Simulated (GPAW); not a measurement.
A run of GPAW 26.7.0:

Contents of run.py:

```python
from ase.dft.bandgap import bandgap
from ase.io import read, write
from gpaw import GPAW, PW

atoms = read('POSCAR')

calc = GPAW(mode=PW(600),
            xc='TB09',
            kpts={'size': (6, 6, 6), 'gamma': True},
            occupations={'name': 'fermi-dirac', 'width': 0.05},
            nbands=18,
            convergence={'density': 1e-05, 'energy': 1e-05},
            eigensolver='cg',
            maxiter=150,
            txt='gpaw.txt')
atoms.calc = calc
energy = atoms.get_potential_energy()
calc.write('gs.gpw')
write('result.traj', atoms)
print('Fermi level:', round(calc.get_fermi_level(), 4), 'eV')
print(f'Gap: {bandgap(calc)[0]:.4f} eV, direct: {bandgap(calc, direct=True)[0]:.4f} eV')
```

File POSCAR:

```
CdSe
1.0
    0.0000000000      3.0702711986      3.0702711986
    3.0702711986      0.0000000000      3.0702711986
    3.0702711986      3.0702711986      0.0000000000
Cd Se
1 1
Direct
    0.0000000000      0.0000000000      0.0000000000
    0.2500000000      0.2500000000      0.2500000000
```

Potentials or basis: GPAW PAW data sets for LDA (gpaw-data 1.2.1), pw.

Command:

```bash
$ OMP_NUM_THREADS=1 python run.py
```

Hardware: 1 thread of Intel(R) Xeon(R) Platinum 8488C (Sapphire Rapids), on a shared host.

Task: How long does it take, and how much memory?

Result: Run time: 63 s on 1 thread of Intel(R) Xeon(R) Platinum 8488C (Sapphire Rapids), with other jobs on the host, peak memory 0.29 GiB. Counts: scf iterations 44.
